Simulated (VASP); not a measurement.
# AgCl (Chlorargyrite) (Fm-3m) in VASP: notebook

Runs on AgCl (Chlorargyrite). Level: PBE+D3(BJ). Tasks: relaxation of the atoms.

Everything below comes from runs of VASP 6.6.1. Logs are shortened: lines on timing, memory, paths and dates and some standing lists are left out, and cuts for length are marked.

## Step 1: The undisturbed crystal

It takes space group Fm-3m (No. 225, cubic). The conventional cell has a = 5.470 Å, b = 5.470 Å, c = 5.470 Å, α = 90.00°, β = 90.00°, γ = 90.00°. Ag (site symmetry m-3m) has 6 Cl at 2.73 Å as nearest neighbours. Cl (site symmetry m-3m) has 6 Ag at 2.73 Å as nearest neighbours.

## Step 2: Relaxation of the atoms, PBE+D3(BJ) (a relaxed cell with its volume scaled by 1.04)

Contents of INCAR:

```
SYSTEM = AgCl
ALGO = Normal
EDIFF = 1E-7
EDIFFG = -0.01
ENCUT = 600
GGA = PE
IBRION = 2
ISIF = 2
ISMEAR = 0
IVDW = 12
LASPH = .True.
LCHARG = .False.
LREAL = .False.
LWAVE = .False.
NELM = 80
NSW = 40
PREC = Accurate
SIGMA = 0.03
```

Contents of KPOINTS:

```
k-points
0
Gamma
  8 8 8
  0 0 0
```

Contents of POSCAR:

```
AgCl                                    
1.0
    0.0000000000      2.7891374244      2.7891374244
    2.7891374244      0.0000000000      2.7891374244
    2.7891374244      2.7891374244      0.0000000000
  Ag              Cl            
     1     1
Direct
     0.0000000000000000    0.0000000000000000    0.0000000000000000
     0.5000000000000000    0.5000000000000000    0.5000000000000000
```

Potentials or basis: VASP PAW PBE potentials, release 64 (Ag, Cl).

Launch:

```console
$ cat potpaw_PBE.64/Ag/POTCAR potpaw_PBE.64/Cl/POTCAR > POTCAR
$ mpirun -np 1 vasp_std > vasp.out
```

OUTCAR:

```text
SYSTEM = AgCl
   EDIFF = 1E-7
   EDIFFG = -0.01
   ENCUT = 600
   GGA = PE
   IBRION = 2
   ISIF = 2
   ISMEAR = 0
   IVDW = 12
   LASPH = .True.
   LREAL = .False.
   NELM = 80
   NSW = 40
   PREC = Accurate
 IVDW          = 12

 ion  position               nearest neighbor table
   1  0.000  0.000  0.000-   2 2.79   2 2.79   2 2.79   2 2.79   2 2.79   2 2.79
   2  0.500  0.500  0.500-   1 2.79   1 2.79   1 2.79   1 2.79   1 2.79   1 2.79

  LATTYP: Found a face centered cubic cell.
 ALAT       =     5.5782748488

  Lattice vectors:

 A1 = (   0.0000000000,   2.7891374244,   2.7891374244)
 A2 = (   2.7891374244,   0.0000000000,   2.7891374244)
 A3 = (   2.7891374244,   2.7891374244,   0.0000000000)

Analysis of symmetry for initial positions (statically):
=====================================================================
 Subroutine PRICEL returns:
 Original cell was already a primitive cell.

 Routine SETGRP: Setting up the symmetry group for a
 face centered cubic supercell.

 Subroutine GETGRP returns: Found 48 space group operations
 (whereof 48 operations were pure point group operations)
 out of a pool of 48 trial point group operations.

The static configuration has the point symmetry O_h .

Analysis of symmetry for dynamics (positions and initial velocities):
=====================================================================
 Subroutine PRICEL returns:
 Original cell was already a primitive cell.

 Routine SETGRP: Setting up the symmetry group for a
 face centered cubic supercell.

 Subroutine GETGRP returns: Found 48 space group operations
 (whereof 48 operations were pure point group operations)
 out of a pool of 48 trial point group operations.

The dynamic configuration has the point symmetry O_h .

 Subroutine INISYM returns: Found 48 space group operations
 (whereof 48 operations are pure point group operations),
 and found     1 'primitive' translations

----------------------------------------------------------------------------------------

                                     Primitive cell

  volume of cell :      43.3950

  direct lattice vectors                    reciprocal lattice vectors
     0.000000000  2.789137424  2.789137424    -0.179266893  0.179266893  0.179266893
     2.789137424  0.000000000  2.789137424     0.179266893 -0.179266893  0.179266893
     2.789137424  2.789137424  0.000000000     0.179266893  0.179266893 -0.179266893

  length of vectors
     3.944435973  3.944435973  3.944435973     0.310499367  0.310499367  0.310499367

  position of ions in fractional coordinates (direct lattice)
     0.000000000  0.000000000  0.000000000
     0.500000000  0.500000000  0.500000000

  ion indices of the primitive-cell ions
   primitive index   ion index
                 1           1
                 2           2

----------------------------------------------------------------------------------------

 KPOINTS: k-points

Automatic generation of k-mesh.
 Grid dimensions read from file:
 generate k-points for:    8    8    8

 Generating k-lattice:

  Cartesian coordinates                     Fractional coordinates (reciprocal lattice)
    -0.022408362  0.022408362  0.022408362     0.125000000  0.000000000  0.000000000
     0.022408362 -0.022408362  0.022408362     0.000000000  0.125000000  0.000000000
     0.022408362  0.022408362 -0.022408362     0.000000000  0.000000000  0.125000000

  Length of vectors
     0.038812421  0.038812421  0.038812421

  Shift w.r.t. Gamma in fractional coordinates (k-lattice)
     0.000000000  0.000000000  0.000000000

 Subroutine IBZKPT returns following result:
 ===========================================

 Found     29 irreducible k-points:

 Following reciprocal coordinates:
            Coordinates               Weight
  0.000000  0.000000  0.000000      1.000000
  0.125000  0.000000  0.000000      8.000000
  0.250000  0.000000  0.000000      8.000000
  0.375000  0.000000  0.000000      8.000000
  0.500000  0.000000  0.000000      4.000000
  0.125000  0.125000  0.000000      6.000000
[... 16 lines left out ...]
  0.500000  0.250000  0.125000     48.000000
 -0.375000  0.250000  0.125000     24.000000
 [... further k-points ...]
   k-points           NKPTS =     29   k-points in BZ     NKDIM =     29   number of bands    NBANDS=     13
   number of dos      NEDOS =    301   number of ions     NIONS =      2
   total plane-waves  NPLWV =  32768
   dimension x,y,z NGX =    32 NGY =   32 NGZ =   32
   dimension x,y,z NGXF=    64 NGYF=   64 NGZF=   64
   ions per type =               1   1
   NGX,Y,Z   is equivalent  to a cutoff of  13.49, 13.49, 13.49 a.u.
   NGXF,Y,Z  is equivalent  to a cutoff of  26.97, 26.97, 26.97 a.u.
 SYSTEM =  AgCl
   PREC   = accura    normal or accurate (medium, high low for compatibility)
   ISTART =      0    job   : 0-new  1-cont  2-samecut
   ICHARG =      2    charge: 1-file 2-atom 10-const
   ISPIN  =      1    spin polarized calculation?
   LNONCOLLINEAR =      F non collinear calculations
   LSORBIT =      F    spin-orbit coupling
   LASPH  =      T    aspherical Exc in radial PAW
   ENCUT  =  600.0 eV  44.10 Ry    6.64 a.u.   7.88  7.88  7.88*2*pi/ulx,y,z
   NELM   =     80;   NELMIN=  2; NELMDL= -5     # of ELM steps
   EDIFF  = 0.1E-06   stopping-criterion for ELM
   LREAL  =      F    real-space projection
   EDIFFG = -.1E-01   stopping-criterion for IOM
   NSW    =     40    number of steps for IOM
   IBRION =      2    ionic relax: 0-MD 1-quasi-New 2-CG
   NFREE  =      1    steps in history (QN), initial steepest desc. (CG)
   ISIF   =      2    stress and relaxation
   ISYM   =      2    0-nonsym 1-usesym 2-fastsym
   POTIM  = 0.5000    time-step for ionic-motion
   TEBEG  =    0.0;   TEEND  =   0.0 temperature during run
   PSTRESS=    0.0 pullay stress
   NELECT =      18.0000    total number of electrons
   NUPDOWN=      -1.0000    fix difference up-down
   EMIN   =  10.00;   EMAX   =-10.00  energy-range for DOS
   EFERMI =   0.00;   METHOD = LEGACY
   ISMEAR =     0;   SIGMA  =   0.03  broadening in eV -4-tet -1-fermi 0-gaus
   EFERMI_NEDOS =   21; number of points for ismear=-14 and -15
   IALGO  =     38    algorithm
   IMIX   =      4    mixing-type and parameters
     AMIX     =   0.40;   BMIX     =  1.00
     AMIX_MAG =   1.60;   BMIX_MAG =  1.00
  volume/ion in A,a.u.               =      21.70       146.42
  Fermi-wavevector in a.u.,A,eV,Ry     =   1.220916  2.307197 20.281330  1.490636
  Thomas-Fermi vector in A             =   2.356117
   LORBIT       =      0    0 simple, 1 ext, 2 COOP (PROOUT), +10 PAW based schemes
   GGA     = PE    functional components
   LHFCALC =     F    Hartree Fock is set to
   AEXX    =    0.0000 exact exchange contribution
   IVDW    =    12    specifies the selected vdW correction
   LEPSILON=     F    determine dielectric tensor
   LRPA    =     F    only Hartree local field effects (RPA)
 conjugate gradient relaxation of ions
 non-spin polarized calculation
 Gauss-broadening in eV      SIGMA  =   0.03
  energy-cutoff  :      600.00
  volume of cell :       43.40
 maximum number of plane-waves:      1472
   NGX = 15   NGY = 15   NGZ = 15

 number of electron      18.0000003 magnetization

 Free energy of the ion-electron system (eV)
  ---------------------------------------------------
  ext. energy  EPLUGINS =         0.00000000
  ---------------------------------------------------
  free energy    TOTEN  =        -5.39964005 eV

  energy without entropy =       -5.39964005  energy(sigma->0) =       -5.39964005

 E-fermi :   3.7482     XC(G=0):  -9.8750

 val. band max:        3.5999040610   @ k =   0.5000   0.0000   0.0000
 cond. band min:       4.5141945588   @ k =   0.0000   0.0000   0.0000
 fundamental gap:      0.9142904978
 Fermi energy:         3.7481558225

 k-point     1 :       0.0000    0.0000    0.0000
  band No.  band energies     occupation
      1     -11.4330      2.00000
      2       1.2286      2.00000
      3       1.2286      2.00000
      4       1.2286      2.00000
      5       1.2687      2.00000
      6       1.2687      2.00000
      7       1.3488      2.00000
      8       1.3488      2.00000
      9       1.3488      2.00000
     10       4.5142      0.00000
     11      14.4624      0.00000
     12      14.4624      0.00000
     13      14.4624      0.00000

 k-point     2 :       0.1250    0.0000    0.0000
  band No.  band energies     occupation
      1     -11.3759      2.00000
      2       0.5403      2.00000
      3       0.5962      2.00000
      4       0.5962      2.00000
      5       1.2809      2.00000
      6       1.2809      2.00000
      7       1.5064      2.00000
      8       2.0866      2.00000
      9       2.0866      2.00000
     10       5.2152      0.00000
     11      13.0969      0.00000
     12      14.1177      0.00000
     13      14.1177      0.00000

 k-point     3 :       0.2500    0.0000    0.0000
  band No.  band energies     occupation
      1     -11.2326      2.00000
      2      -0.4628      2.00000
      3       0.0363      2.00000
      4       0.0363      2.00000
      5       1.4011      2.00000
      6       1.4011      2.00000
      7       1.6515      2.00000
      8       2.8253      2.00000
      9       2.8253      2.00000
     10       6.5196      0.00000
     11      11.4214      0.00000
     12      12.8043      0.00000
     13      12.8043      0.00000

 k-point     4 :       0.3750    0.0000    0.0000
  band No.  band energies     occupation
      1     -11.0805      2.00000
      2      -1.2188      2.00000
      3      -0.3206      2.00000
      4      -0.3206      2.00000
      5       1.5261      2.00000
      6       1.5261      2.00000
      7       1.8092      2.00000
      8       3.3844      2.00000
      9       3.3844      2.00000
     10       7.5655      0.00000
     11      10.3323      0.00000
     12      11.7116      0.00000
     13      11.7116      0.00000

 k-point     5 :       0.5000    0.0000    0.0000
  band No.  band energies     occupation
      1     -11.0147      2.00000
      2      -1.4960      2.00000
      3      -0.4429      2.00000
      4      -0.4429      2.00000
      5       1.5793      2.00000
      6       1.5793      2.00000
      7       1.8839      2.00000
      8       3.5999      2.00000
      9       3.5999      2.00000
     10       7.8910      0.00000
     11      10.0406      0.00000
     12      11.3049      0.00000
     13      11.3049      0.00000
[... 257 lines left out ...]
 k-point    22 :       0.3750    0.2500    0.1250
  band No.  band energies     occupation
      1     -11.1449      2.00000
      2      -0.8318      2.00000
      3      -0.0445      2.00000
      4       0.3214      2.00000
      5       1.3178      2.00000
      6       1.5128      2.00000
      7       1.9195      2.00000
      8       1.9293      2.00000
      9       3.0487      2.00000
     10       7.4123      0.00000
     11      10.6120      0.00000
     12      11.8008      0.00000
     13      13.0011      0.00000

 k-point    23 :       0.5000    0.2500    0.1250
  band No.  band energies     occupation
      1     -11.0363      2.00000
      2      -1.0308      2.00000
      3      -0.3293      2.00000
      4      -0.0725      2.00000
      5       1.4322      2.00000
      6       1.5871      2.00000
      7       1.8347      2.00000
      8       2.3304      2.00000
      9       3.2317      2.00000
     10       8.1523      0.00000
     11       9.7564      0.00000
     12      11.5733      0.00000
     13      12.4089      0.00000

 k-point    24 :      -0.3750    0.2500    0.1250
  band No.  band energies     occupation
      1     -10.9901      2.00000
      2      -1.0889      2.00000
      3      -0.3710      2.00000
      4      -0.3306      2.00000
      5       1.5166      2.00000
      6       1.5817      2.00000
      7       1.8240      2.00000
      8       2.6393      2.00000
      9       3.1339      2.00000
     10       8.5431      0.00000
     11       9.3043      0.00000
     12      11.6884      0.00000
     13      12.1369      0.00000

 [... further k-points ...]

------------------------ aborting loop because EDIFF is reached ----------------------------------------

 Edisp (eV)   -0.65128

 E8    (eV) :    -0.2616

  FORCE on cell =-STRESS in cart. coord.  units (eV):
  Direction    XX          YY          ZZ          XY          YZ          ZX
  --------------------------------------------------------------------------------------
  -------------------------------------------------------------------------------------
  Total      -0.47972    -0.47972    -0.47972     0.00000     0.00000     0.00000
  in kB     -17.71172   -17.71172   -17.71172     0.00000     0.00000     0.00000
  external pressure =      -17.71 kB  Pullay stress =        0.00 kB

 VOLUME and BASIS-vectors are now :
 -----------------------------------------------------------------------------
  energy-cutoff  :      600.00
  volume of cell :       43.40
      direct lattice vectors                 reciprocal lattice vectors
     0.000000000  2.789137424  2.789137424    -0.179266893  0.179266893  0.179266893
     2.789137424  0.000000000  2.789137424     0.179266893 -0.179266893  0.179266893
     2.789137424  2.789137424  0.000000000     0.179266893  0.179266893 -0.179266893

 POSITION                                       TOTAL-FORCE (eV/Angst)
 -----------------------------------------------------------------------------------
      0.00000      0.00000      0.00000         0.000000      0.000000     -0.000000
      2.78914      2.78914      2.78914        -0.000000     -0.000000      0.000000
 -----------------------------------------------------------------------------------
    total drift:                                0.000000     -0.000000     -0.000000

  FREE ENERGIE OF THE ION-ELECTRON SYSTEM (eV)
  ---------------------------------------------------
  free  energy   TOTEN  =        -6.0509162818 eV

  energy  without entropy=       -6.0509162818  energy(sigma->0) =       -6.05091628

 reached required accuracy - stopping structural energy minimisation
```

Wall time 6.4 s (1 thread of Intel Xeon 6975P-C (Granite Rapids), shared host); peak memory 0.19 GiB.

Results:

```
Free energy                : -6.0509 eV
Pressure after relaxing    : -1.8 GPa
Band gap on the k mesh     : 0.91 eV, indirect (least direct gap 3.13 eV)
Dispersion energy per atom : -0.326 eV
```

Final structure:
```
Ag Cl
1.0
     0.00000    2.78914    2.78914
     2.78914    0.00000    2.78914
     2.78914    2.78914    0.00000
Ag Cl
1 1
Direct
  0.00000 0.00000 0.00000
  0.50000 0.50000 0.50000
```

Levels at points of the mesh, in eV from the valence-band top:
| k point | band 7 | band 8 | band 9 | band 10 | band 11 | band 12 |
| --- | --- | --- | --- | --- | --- | --- |
| (0.00, 0.00, 0.00) | -2.25 | -2.25 | -2.25 | 0.91 | 10.86 | 10.86 |
| (0.50, 0.00, 0.00) | -1.72 | 0.00 | 0.00 | 4.29 | 6.44 | 7.71 |
| (0.50, 0.50, 0.00) | -1.91 | -1.91 | -1.83 | 2.41 | 8.05 | 8.58 |

Caveat: the relaxation stopped at its first step, so nothing moved. A k mesh can miss the band edges.

(Part 1 of 2 ends here.)
